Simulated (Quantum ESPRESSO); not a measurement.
FePt (Tetraferroplatinum):

```
CELL_PARAMETERS angstrom
2.72350 0.00000 0.00000
0.00000 2.72350 0.00000
0.00000 0.00000 3.72000
ATOMIC_POSITIONS crystal
Pt 0.50000 0.50000 0.50000
Fe 0.00000 0.00000 0.00000
```

- Program: Quantum ESPRESSO 7.5
- Task: phonons
- Functional: LDA
- Potentials or basis: JTH 2.0 LDA
- Cutoff: 490 eV
- Density cutoff: 2939 eV
- k mesh: 8 × 8 × 6
- Occupations: methfessel-paxton, width 0.2 eV
- Spin: collinear spin, ferromagnetic start
- Starting moments: [0.0, 3.0] μB
- Form of the LDA correlation: PW92
- Mixing beta: 0.3
- Most SCF iterations: 120
- SCF threshold: 4e-10 Ry

Task: Where do the zone-centre optical modes lie?

Result: Eu at 182 cm⁻¹ (IR); A2u at 254 cm⁻¹ (IR).

Optical modes at Γ, degenerate ones joined:
| cm⁻¹ | components | symmetry | active in |
| --- | --- | --- | --- |
| 182 | 2 | Eu | IR |
| 254 | 1 | A2u | IR |

Caveat: the mesh is thin for the phonons of a metal; the cutoff lies well under what these potentials need, so the values aren't converged.
